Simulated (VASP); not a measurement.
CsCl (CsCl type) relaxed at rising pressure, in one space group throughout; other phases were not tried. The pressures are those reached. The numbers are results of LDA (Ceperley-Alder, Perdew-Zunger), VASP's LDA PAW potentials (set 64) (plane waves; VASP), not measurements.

```json
[
 {"P (GPa)": "0.01", "V (Å³/atom)": "31.377", "k-mesh": "7×7×7"},
 {"P (GPa)": "4.98", "V (Å³/atom)": "27.329", "k-mesh": "7×7×7"},
 {"P (GPa)": "9.97", "V (Å³/atom)": "25.103", "k-mesh": "7×7×7"},
 {"P (GPa)": "19.92", "V (Å³/atom)": "22.426", "k-mesh": "8×8×8"},
 {"P (GPa)": "29.91", "V (Å³/atom)": "20.723", "k-mesh": "8×8×8"}
]
```

A change of mesh leaves a small step in the series.

Fit an equation of state and predict the volume at 45.09 GPa.

Least squares on the third-order Birch-Murnaghan form, P = (3B0/2)(y⁷ − y⁵)[1 + (3/4)(B′ − 4)(y² − 1)] with y = (V0/V)^(1/3), gives V0 = 31.371 Å³/atom, B0 = 26 GPa and B′ = 4.9, and so 18.991 Å³/atom. The run gave 18.962 Å³/atom, -0.2 % from the fit.

Pressures at which the relaxation failed are left out.

The compound is CsCl in the CsCl type structure.
